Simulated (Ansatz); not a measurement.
# Ta2NOS MXene monolayer in a perpendicular field, part 2 of 3

What dipole does a perpendicular field induce in the Ta2NOS MXene monolayer? A positive field points along +c.

Ansatz 0.2.0; plane-wave DFT, LDA, Ansatz PAW.

So far. Step 2 (Relaxing the slab): The lattice constant a goes from 3.155 to 3.155 Å.

**3. Atoms held, field 0**

A sawtooth potential applies the field, turning back in the middle of the vacuum. With the dipole correction the typed value is the field outside the slab. The induced dipole is small, so the SCF threshold is tight.

The cell differs from the one that the last finished run ended in (c 42.033 → 22.959 Å).

input.yaml

```yaml
crystal:
  lattice:
    - [3.1553771717, 0.0, 0.0]
    - [-1.5776885858, 2.7326367892, 0.0]
    - [0.0, 0.0, 22.9591213596]
  atoms:
    - { symbol: S, position: [0.3333333333, 0.6666666667, 0.3920010639] }
    - { symbol: Ta, position: [0.6666666667, 0.3333333333, 0.4622190041] }
    - { symbol: "N", position: [0.0, 0.0, 0.5153033332] }
    - { symbol: Ta, position: [0.3333333333, 0.6666666667, 0.5633457821] }
    - { symbol: O, position: [0.6666666667, 0.3333333333, 0.6079989361] }
kpoints:
  mp_grid: { grid: [18, 18, 1] }
  band_path:
    path: [[0, 0, 0], [0.5, 0, 0], [0.33333333, 0.33333333, 0], [0, 0, 0]]
    npoints: 16
hamiltonian:
  xc: lda
scf:
  occupations: { method: fermi_dirac, width: 0.05 }
  convergence: { dr2_threshold: 1.0e-10 }
efield:
  axis: 3
  dipole_correction: true
  ramp_position: 0.97
  ramp_width: 0.06
  amplitude: 0
output:
  dos: { projected: true, e_range: [-6, 5] }
  bader: true
  write_potential: true
  write_density: true
  volumetric_format: npy
  elf: true
```

The run is started by

```
$ ansatz run input.yaml --threads 4 --pin off --max-ram 6144MiB --backend cpu --events-out ev --progress --plain --runs-dir out
```

Numbers of over 12 decimals in the logs are rounded to 6 here.

The program printed:

```text
[...]
Crystal: 5 atoms, lattice volume = 197.965 Å³
Basis set: ecut = 420 eV, 3821 PW (Γ)
Bands: 27, of which v1, the nominal top of the filled ones, is band 22 counted from 1 (21 counted from 0)
Symmetry: 6 space group operations
[...]
k-points: 37 of 324 (time reversal used)
[...]
SCF iter   1: F=—  HF=-21169.066986 eV  |F-HF|=—  |Δ(HF+E_count)|=         —  Δρ=7.93e-3  dr2=2.05e-1  ethr=1.77e-3  p=0.001 e·Å  D=1.24e-3 V/Å  ΔV_dip=-0.03 eV  dr2_dipole=1.95e-5  V_vac-E_F(+/−)=5.61/5.64 eV  ⟨swp⟩=9.8  Hψ=6218  notcnv=0
efield: sawtooth ramp at fractional position 0.9700 (set: `efield.ramp_position`, or a place that a band, a saddle search or an elastic batch's reference lends), width 0.0600; the density the first Hamiltonian is built on has a dipole p = 0.001 e·Å; the dipole correction subtracts the counter field D = 1.24e-3 V/Å, which shifts the + side's vacuum level by -0.03 eV against the − side's; the planar-averaged density in the ramp window peaks in size at 1.2e-5 e/Å³
[...]
SCF iter   2: F=—  HF=-21169.078452 eV  |F-HF|=—  |Δ(HF+E_count)|=   1.15e-2  Δρ=8.35e-3  dr2=2.64e-1  ethr=4.77e-4  p=-0.012 e·Å  D=-1.08e-2 V/Å  ΔV_dip=0.25 eV  dr2_dipole=1.69e-3  V_vac-E_F(+/−)=5.19/4.94 eV  ⟨swp⟩=4.1  Hψ=2313  notcnv=0  defer=11
[...]
SCF iter  10: F=-21169.033234 eV  HF=-21169.033234 eV  |F-HF|=7.28e-12  |Δ(HF+E_count)|=  8.37e-11  Δρ=8.37e-8  dr2=1.81e-11  ethr=1.00e-12  p=0.002 e·Å  D=2.16e-3 V/Å  ΔV_dip=-0.05 eV  dr2_dipole=2.16e-13  V_vac-E_F(+/−)=5.29/5.34 eV  ⟨swp⟩=1.0  Hψ=2603  notcnv=0
SCF 1 converged in 10 iterations: F = -21169.033234 eV  dr2 = 1.81e-11
[...]
NSCF: frozen V_eff on 49 k-points
efield: sawtooth ramp at fractional position 0.9700 (kept from the solve that this one continues, or follows in the run), width 0.0600; the density the first Hamiltonian is built on has a dipole p = 0.002 e·Å; the dipole correction subtracts the counter field D = 2.16e-3 V/Å, which shifts the + side's vacuum level by -0.05 eV against the − side's; the planar-averaged density in the ramp window peaks in size at 4.0e-6 e/Å³
[...]
SCF converged after 10 iterations
Free energy (F): -21169.033234 eV
[...]
Internal energy: -21169.025272 eV  (E = F + TS)
E sigma→0 (E₀):  -21169.029253 eV
Entropy (-TS):   -0.007963 eV (-1.593 meV/atom)
Fermi energy:    1.407247 eV
Dipole field:    D = 0.002163 V/Å  (p = 0.002367 e·Å, saw-weighted, corrected)
Work function:   Φ+ = 5.2892 eV   Φ− = 5.3389 eV
Levels:          The Fermi level and band energies are counted from a zero that moves with the ramp; work functions are not
[...]
--- Band table (eV; the first three rows and the last of 37) ---
  k-point 0: bands = [... 18 lower, -0.2202, -0.2202, 0.2356, 0.2356, 0.7599, 2.4592, 2.8593, 2.8593, ... 1 higher]
  k-point 1: bands = [... 18 lower, -0.5634, -0.4185, 0.3014, 0.4913, 0.8907, 2.4610, 2.8946, 2.9662, ... 1 higher]
  k-point 2: bands = [... 18 lower, -0.9695, -0.6498, 0.0834, 0.8740, 1.2179, 2.5387, 3.0371, 3.1739, ... 1 higher]
  k-point 36: bands = [... 18 lower, -3.0366, -2.4303, 0.9581, 1.6757, 1.9816, 3.6853, 4.0453, 4.4817, ... 1 higher]
--- Bader charges: 5 sites ---
  site symbol  charge [e]  shift [e]
     0      S     -0.8284     0.0027
     1     Ta      1.6701     0.0034
     2      N     -1.7991     0.0001
     3     Ta      2.1715     0.0018
     4      O     -1.2141     0.0012
  estimated error of the sums over rays = 7.3e-4 e
```

Run time: 15 s. Hardware: 4 threads of Intel Xeon 6975P-C (Granite Rapids), shared host; peak memory 0.76 GiB.

This step gave:

- energy at zero smearing: -21169.0293 eV
- work function, upper face: 5.289 eV
- work function, lower face: 5.339 eV
- dipole along the normal: 0.002367 e·Å
- step between the vacuum levels: -0.04969 eV

Running mean over a fixed 2.7 Å (it still follows the layers) of the planar mean; the ramp of the sawtooth is left out. The electron's electrostatic potential energy less the Fermi level by z:

z (Å), electron's electrostatic potential energy less the Fermi level (eV) and a bar from the least value:
```
        4        5.3 ##############################
        5        5.3 ##############################
        6        5.3 ##############################
        7        4.5 #############################
        8        0.0 ######################
        9       -5.4 ##############
       10      -11.5 #####
       11      -13.0 ###
       12      -14.7 
       13      -13.2 ##
       14       -7.1 ###########
       15        1.1 ########################
       16        5.1 ##############################
       17        5.3 ##############################
       18        5.3 ##############################
       19        5.3 ##############################
```

The density of states has structure finer than the step of the table below, so its rows give means over 0.2 eV, whole bins alone (the curve runs from -6 to 1.99 eV). Peaks (eV: height): -5.61: 6.76, -5.48: 6.51, -5.31: 11.6, -4.87: 7.98, -3.49: 5.96, 1.33: 5.33, 1.72: 6.96.

The density of states by energy, zero at the Fermi level; means over each step:

| energy (eV) | density of states (states/eV a cell) |
| --- | --- |
| -5.8 | 1.03 |
| -5.6 | 4.75 |
| -5.4 | 5.65 |
| -5.2 | 6.11 |
| -5.0 | 3.74 |
| -4.8 | 4.28 |
| -4.6 | 1.73 |
| -4.4 | 2.45 |
| -4.2 | 1.22 |
| -4.0 | 1.34 |
| -3.8 | 1.97 |
| -3.6 | 3.18 |
| -3.4 | 2.53 |
| -3.2 | 1.60 |
| -3.0 | 1.71 |
| -2.8 | 1.87 |
| -2.6 | 2.04 |
| -2.4 | 1.69 |
| -2.2 | 2.11 |
| -2.0 | 1.59 |
| -1.8 | 1.47 |
| -1.6 | 1.40 |
| -1.4 | 1.83 |
| -1.2 | 1.51 |
| -1.0 | 0.948 |
| -0.8 | 0.798 |
| -0.6 | 1.86 |
| -0.4 | 1.16 |
| -0.2 | 1.23 |
| 0.0 | 1.23 |
| 0.2 | 1.44 |
| 0.4 | 1.25 |
| 0.6 | 1.23 |
| 0.8 | 1.45 |
| 1.0 | 2.63 |
| 1.2 | 2.82 |
| 1.4 | 4.55 |
| 1.6 | 3.68 |
| 1.8 | 4.76 |

Projected DOS per atom over height of the atomic layer and energy from the Fermi level. Layers: S Ta N Ta O from below.

Values in states/eV, 22 rows by 5 columns, each cell a mean:
```
0.16 1.06 0.35 2.21 0.16
0.17 1.15 0.37 2.14 0.18
0.13 0.76 0.30 1.34 0.11
0.09 0.42 0.13 0.62 0.08
0.13 0.44 0.11 0.55 0.10
0.14 0.43 0.09 0.45 0.10
0.19 0.41 0.08 0.42 0.10
0.25 0.34 0.11 0.45 0.10
0.25 0.37 0.10 0.38 0.11
0.34 0.53 0.09 0.44 0.16
0.44 0.45 0.08 0.30 0.17
0.91 0.62 0.09 0.20 0.11
0.95 0.57 0.07 0.12 0.11
1.11 0.43 0.09 0.05 0.07
1.14 0.32 0.16 0.05 0.15
1.45 0.49 0.34 0.09 0.49
0.68 0.35 0.10 0.04 0.19
0.75 0.40 0.21 0.10 0.56
0.64 0.49 0.41 0.24 1.50
0.64 0.57 0.55 0.43 2.39
1.32 0.83 0.45 0.65 2.63
0.42 0.21 0.10 0.13 0.36
```
Columns: height of the atomic layer (Å) from 9 to 14.0 (not evenly spaced); rows upwards: energy from the Fermi level (eV) from -5.96 to 1.96.

The electronic bands at the labelled points (eV, zero at the Fermi level):

| point | band 18 | band 19 | band 20 | band 21 | band 22 | band 23 | band 24 | band 25 |
| --- | --- | --- | --- | --- | --- | --- | --- | --- |
| Γ | -3.52 | -1.63 | -1.63 | -1.17 | -1.17 | -0.65 | 1.05 | 1.45 |
| halfway | -4.51 | -3.22 | -2.28 | -2.09 | 0.33 | 0.54 | 1.28 | 2.50 |
| M | -5.10 | -3.49 | -2.52 | -2.36 | 0.99 | 1.59 | 1.81 | 3.23 |
| halfway | -4.80 | -4.15 | -3.29 | -1.45 | 0.92 | 1.25 | 1.78 | 3.00 |
| K | -5.00 | -4.44 | -3.84 | -0.45 | 0.27 | 0.57 | 2.28 | 2.64 |
| halfway | -4.35 | -3.62 | -2.81 | -1.10 | -0.80 | 1.46 | 1.91 | 2.07 |
| Γ | -3.52 | -1.63 | -1.63 | -1.17 | -1.17 | -0.65 | 1.05 | 1.45 |

Electrostatic potential energy in the ca plane at fractional y = 0.333, with atoms of Ta and O within 0.2 Å of it. With pseudopotentials it is smooth inside the atoms' cores, unlike the true potential.

Ten even steps from '0' (-43 eV) to '9' (7 eV), each cell a mean:
```
99999999998863235788777779999999999999999999
99999999999730002688884116999999999999999999
99999999999720001688882004999999999999999999
99999999999740002688885127999999999999999999
99999999998874346787777789999999999999999999
99999999887887778876556899999999999999999999
99999999877888888876446789999999999999999999
99999999988887778877557899999999999999999999
```
Columns run along c (16.0 Å, from fractional 0.24 to 0.93 of the cell; values clipped at the 3rd and 97th percentile), rows up along a (3.2 Å). Atoms in or near the plane, at fractional coordinates: Ta at (0.46, 0.67), O at (0.61, 0.67).

Valence density in the ca plane at fractional y = 0.333, with atoms of Ta and O within 0.2 Å of it. It is the smooth field of the valence electrons, not physical close to the nuclei.

Ten steps, logarithmic in the rise over the least value, from '0' (0.0 e/Å³) to '9' (6.5 e/Å³), each cell a mean:
```
00000001233446775433345654200000000000000000
00000000122368987433347986310000000000000000
00000000122478898532358997410000000000000000
00000001123368987433347886310000000000000000
00000001234446665433344553100000000000000000
00000012344443334444554321000000000000000000
00000012345443334455554211000000000000000000
00000012344444444444444321000000000000000000
```
Columns run along c (16.0 Å, from fractional 0.24 to 0.93 of the cell), rows up along a (3.2 Å). Atoms in or near the plane, at fractional coordinates: Ta at (0.46, 0.67), O at (0.61, 0.67).

ELF in the ca plane at fractional y = 0.333, with atoms of Ta and O within 0.2 Å of it. It is the smooth field of the valence electrons, not physical close to the nuclei.

Ten even steps from '0' (0.00) to '9' (0.84), each cell a mean:
```
00000012456435652232125887520000000000000000
00000000112257676222259899841000000000000000
00000000011166148321268479852000000000000000
00000000123247776222258899741000000000000000
00000013566534542332124787420000000000000000
00000246888852223542232222100000000000000000
00000258999874235652342100000000000000000000
00000146888852223552221232100000000000000000
```
Columns run along c (16.0 Å, from fractional 0.24 to 0.93 of the cell), rows up along a (3.2 Å). Atoms in or near the plane, at fractional coordinates: Ta at (0.46, 0.67), O at (0.61, 0.67).

The work function of the upper face is 5.29 eV.

**4. Single point, field 0.1 V/Å**

Changes to input.yaml since step 3:

```diff
@@ -26,6 +26,4 @@
   ramp_width: 0.06
-  amplitude: 0
+  amplitude: 0.1
 output:
-  dos: { projected: true, e_range: [-6, 5] }
-  bader: true
   write_potential: true
@@ -33,2 +31 @@
   volumetric_format: npy
-  elf: true
```

The program printed:

```text
[...]
Crystal: 5 atoms, lattice volume = 197.965 Å³
Basis set: ecut = 420 eV, 3821 PW (Γ)
Bands: 27, of which v1, the nominal top of the filled ones, is band 22 counted from 1 (21 counted from 0)
Symmetry: 6 space group operations
[...]
k-points: 37 of 324 (time reversal used)
[...]
k-point 0: bands = [... 18 lower, -0.2393, -0.2393, 0.2154, 0.2154, 0.7383, 2.4404, 2.8416, 2.8416, ... 1 higher]
  k-point 1: bands = [... 18 lower, -0.5845, -0.4388, 0.2817, 0.4721, 0.8702, 2.4409, 2.8770, 2.9501, ... 1 higher]
  k-point 2: bands = [... 18 lower, -0.9928, -0.6714, 0.0636, 0.8557, 1.1987, 2.5170, 3.0194, 3.1601, ... 1 higher]
  k-point 36: bands = [... 18 lower, -3.0629, -2.4603, 0.9401, 1.6574, 1.9660, 3.6684, 4.0242, 4.4648, ... 1 higher]
[key lines of the parts left out:]
SCF converged after 12 iterations
Free energy (F): -21169.035008 eV
Fermi energy:    1.389210 eV
Dipole field:    D = 0.030260 V/Å  (p = 0.033105 e·Å, saw-weighted, corrected)
```

It took 5.2 s on 4 threads; peak memory 0.72 GiB.

The dipole is 0.0331 e·Å, 0.0307 e·Å from its value without field.

**5. Single point, field -0.1 V/Å**

Changes to input.yaml since step 4:

```diff
@@ -26,3 +26,3 @@
   ramp_width: 0.06
-  amplitude: 0.1
+  amplitude: -0.1
 output:
```

The program printed:

```text
[...]
Crystal: 5 atoms, lattice volume = 197.965 Å³
Basis set: ecut = 420 eV, 3821 PW (Γ)
Bands: 27, of which v1, the nominal top of the filled ones, is band 22 counted from 1 (21 counted from 0)
Symmetry: 6 space group operations
[...]
k-points: 37 of 324 (time reversal used)
[...]
k-point 0: bands = [... 18 lower, -0.2017, -0.2017, 0.2552, 0.2552, 0.7809, 2.4772, 2.8764, 2.8764, ... 1 higher]
  k-point 1: bands = [... 18 lower, -0.5430, -0.3987, 0.3205, 0.5098, 0.9106, 2.4804, 2.9117, 2.9818, ... 1 higher]
  k-point 2: bands = [... 18 lower, -0.9469, -0.6287, 0.1026, 0.8917, 1.2365, 2.5596, 3.0541, 3.1870, ... 1 higher]
  k-point 36: bands = [... 18 lower, -3.0108, -2.4008, 0.9756, 1.6933, 1.9966, 3.7015, 4.0659, 4.4980, ... 1 higher]
[key lines of the parts left out:]
SCF converged after 12 iterations
Free energy (F): -21169.034534 eV
Fermi energy:    1.424654 eV
Dipole field:    D = -0.025915 V/Å  (p = -0.028352 e·Å, saw-weighted, corrected)
```

Elapsed: 5.1 s, on 4 threads; peak memory 0.73 GiB; 19 s of CPU time.

The dipole is -0.0284 e·Å, -0.0307 e·Å from its value without field.

**6. Atoms held, field 0.5 V/Å**

Changes to input.yaml since step 5:

```diff
@@ -26,3 +26,3 @@
   ramp_width: 0.06
-  amplitude: -0.1
+  amplitude: 0.5
 output:
```

The program printed:

```text
[...]
Crystal: 5 atoms, lattice volume = 197.965 Å³
Basis set: ecut = 420 eV, 3821 PW (Γ)
Bands: 27, of which v1, the nominal top of the filled ones, is band 22 counted from 1 (21 counted from 0)
Symmetry: 6 space group operations
[...]
k-points: 37 of 324 (time reversal used)
[...]
k-point 0: bands = [... 18 lower, -0.3225, -0.3225, 0.1286, 0.1286, 0.6446, 2.3562, 2.7647, 2.7647, ... 1 higher]
  k-point 1: bands = [... 18 lower, -0.6751, -0.5268, 0.1965, 0.3893, 0.7814, 2.3516, 2.7999, 2.8788, ... 1 higher]
  k-point 2: bands = [... 18 lower, -1.0923, -0.7644, -0.0220, 0.7762, 1.1151, 2.4218, 2.9424, 3.0977, ... 1 higher]
  k-point 36: bands = [... 18 lower, -3.1734, -2.5865, 0.8616, 1.5778, 1.8972, 3.5944, 3.9331, 4.3907, ... 1 higher]
[key lines of the parts left out:]
SCF converged after 12 iterations
Free energy (F): -21169.072885 eV
Fermi energy:    1.310408 eV
Dipole field:    D = 0.142942 V/Å  (p = 0.156382 e·Å, saw-weighted, corrected)
```

Wall time 5.4 s (4 threads); peak memory 0.73 GiB.

The dipole is 0.156 e·Å, 0.154 e·Å from its value without field.

**7. Single point, field -0.3 V/Å**

Changes to input.yaml since step 6:

```diff
@@ -26,4 +26,6 @@
   ramp_width: 0.06
-  amplitude: 0.5
+  amplitude: -0.3
 output:
+  dos: { projected: true, e_range: [-6, 5] }
+  bader: true
   write_potential: true
@@ -31 +33,2 @@
   volumetric_format: npy
+  elf: true
```

The program printed:

```text
[...]
Crystal: 5 atoms, lattice volume = 197.965 Å³
Basis set: ecut = 420 eV, 3821 PW (Γ)
Bands: 27, of which v1, the nominal top of the filled ones, is band 22 counted from 1 (21 counted from 0)
Symmetry: 6 space group operations
[...]
k-points: 37 of 324 (time reversal used)
[...]
k-point 36: bands = [... 18 lower, -2.9607, -2.3437, 1.0086, 1.7266, 2.0247, 3.7323, 4.1052, 4.5290, ... 1 higher]
--- Bader charges: 5 sites ---
  site symbol  charge [e]  shift [e]
     0      S     -0.8160     0.0027
     1     Ta      1.6726     0.0034
     2      N     -1.7989     0.0001
     3     Ta      2.1650     0.0018
     4      O     -1.2227     0.0012
  estimated error of the sums over rays = 7.6e-4 e
[key lines of the parts left out:]
SCF converged after 12 iterations
Free energy (F): -21169.046344 eV
Fermi energy:    1.457600 eV
Dipole field:    D = -0.082031 V/Å  (p = -0.089744 e·Å, saw-weighted, corrected)
```

Wall time 15 s (4 threads); peak memory 0.71 GiB.

The dipole is -0.0897 e·Å, -0.0921 e·Å from its value without field.

**8. Response, atoms held**

This step: plane-wave DFT, LDA, Ansatz PAW; response to a field along the normal, atoms held (Ansatz 0.2.0).

The dipoles give the slope, and the difference of two potentials shows where the field is screened.

This step gave:

```yaml
equivalent_conductor_thickness_p_eps_0ae: 6.449 Å
distance_between_the_outer_atoms: 4.959 Å
```

Dipole of the cell against applied field:

| applied field (V/Å) | dipole of the cell (e·Å) |
| --- | --- |
| -0.300 | -0.0897 |
| -0.100 | -0.0284 |
| 0.000 | 0.00237 |
| 0.100 | 0.0331 |
| 0.500 | 0.156 |

Local field over the applied field, running mean. From the potentials at -0.1 and 0.1 V/Å; running mean over 2.5 Å. Local field over applied field against z:

z (Å), local field over applied field and a bar:
```
     4.02      1.000 ##############################
     4.45      0.999 ##############################
     4.88      0.998 ##############################
     5.17      0.996 ##############################
     5.60      0.989 ##############################
     6.03      0.971 #############################
     6.46      0.931 ############################
     6.89      0.851 #########################
     7.17      0.772 #######################
     7.61      0.628 ###################
     8.04      0.474 ##############
     8.47      0.320 #########
     8.90      0.189 #####
     9.33      0.101 ###
     9.61      0.065 #
    10.04      0.036 #
    10.48      0.021 
    10.91      0.018 
    11.34      0.021 
    11.62      0.021 
    12.05      0.025 
    12.48      0.043 #
    12.91      0.085 ##
    13.35      0.157 ####
    13.63      0.226 ######
    14.06      0.355 ##########
    14.49      0.502 ###############
    14.92      0.653 ###################
    15.35      0.786 #######################
    15.78      0.892 ###########################
    16.07      0.939 ############################
    16.50      0.977 #############################
    16.93      0.992 ##############################
    17.36      0.997 ##############################
    17.79      0.999 ##############################
    18.08      1.000 ##############################
    18.51      1.000 ##############################
    18.94      1.000 ##############################
```

[end of part 2 of 3]

[Logs are printed without paths, hosts, clocks, repeated set-up lines and the standing remarks that a program may print on its own settings, such as how far it seeks lower states.]

[Hosts, paths, dates, database ids (printed as entryN), source tags and the programs' standing remarks are cut or masked in the printed files.]

[Maps of the electrostatic potential energy from Ansatz leave out the sawtooth potential of an applied field or a dipole correction, so their vacuum need not be flat; planar profiles and work functions include it.]

[The density of states shown here was stored with 400 of the rows of the run's finer table, so its peaks can read low, often by over a quarter, or be missed, and its means over a window can be off by a tenth or more.]
